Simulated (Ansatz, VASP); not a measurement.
## NaI: VASP beside Ansatz

Contents of INCAR:

```
SYSTEM = NaI
PREC     = Accurate       ! precision mode
ENCUT    = 520            ! plane-wave cutoff, eV
EDIFF    = 1E-7           ! SCF threshold, eV
ISMEAR   = 0              ! smearing method
SIGMA    = 0.05           ! smearing width, eV
LREAL    = .False.        ! projectors in reciprocal space
LASPH    = .True.         ! aspherical terms in the spheres
NELM     = 100            ! most SCF steps
ALGO     = Normal         ! electronic algorithm
ISIF     = 2              ! what is computed and relaxed
LWAVE    = .False.        ! write WAVECAR
LCHARG   = .True.         ! write CHGCAR
GGA      = PE             ! functional
LELF     = .True.         ! ELF
LVHAR    = .True.       
NBANDS   = 14             ! bands
```

Contents of KPOINTS:

```
regular mesh
0
Gamma
  8 8 8
  0 0 0
```

POSCAR

```
NaI
1.0
    0.0000000000      2.8272558161      4.2408837241
    2.8272558161      0.0000000000      4.2408837241
    2.8272558161      2.8272558161      0.0000000000
Na I
1 1
Direct
    0.0000000000      0.0000000000      0.0000000000
    0.5000000000      0.5000000000      0.5000000000
```

Input for Ansatz:

```yaml
crystal:
  lattice:
    - [0.0, 2.8272558161, 4.2408837241]
    - [2.8272558161, 0.0, 4.2408837241]
    - [2.8272558161, 2.8272558161, 0.0]
  atoms:
    - { symbol: Na, position: [0.0, 0.0, 0.0] }
    - { symbol: I, position: [0.5, 0.5, 0.5] }
basis:
  ecutwfc: 420
kpoints:
  mp_grid: { grid: [8, 8, 8] }
hamiltonian:
  xc: pbe
scf:
  occupations: { method: gaussian, width: 0.05 }
output:
  forces: true
  stress: true
  eigenvalues: true
```

Alike in both runs: task single point; functional PBE; k mesh 8 × 8 × 8; occupations gaussian, width 0.05 eV; no spin polarisation.

|  | VASP | Ansatz |
| --- | --- | --- |
| version | VASP 6.6.1 | Ansatz 0.2.0 |
| potentials or method | VASP PAW PBE potentials, release 64 (Na_pv, I) | scalar-relativistic, plane waves, PAW |
| plane-wave cutoff (eV) | 520 | 420 |
| valence electrons in the cell | 14 | 26 |

VASP gave:

```
gap on the k mesh at the Fermi level (eV)       : 3.72
least direct gap on the mesh (eV)               : 3.80
pressure (GPa)                                  : 6.3
largest component of the traceless stress (GPa) : 7.06
```

Which values does Ansatz return?

gap on the k mesh at the Fermi level (eV): 3.72; least direct gap on the mesh (eV): 3.81; pressure (GPa): 6.3; largest component of the traceless stress (GPa): 7.01.

With one functional, cell and mesh, what is left measures potentials, basis and numerics. The two sets of potentials don't hold the same shells in valence.

Caveats: spin-orbit coupling is left out, which moves the levels of the heavy elements. A k mesh can miss the band edges.
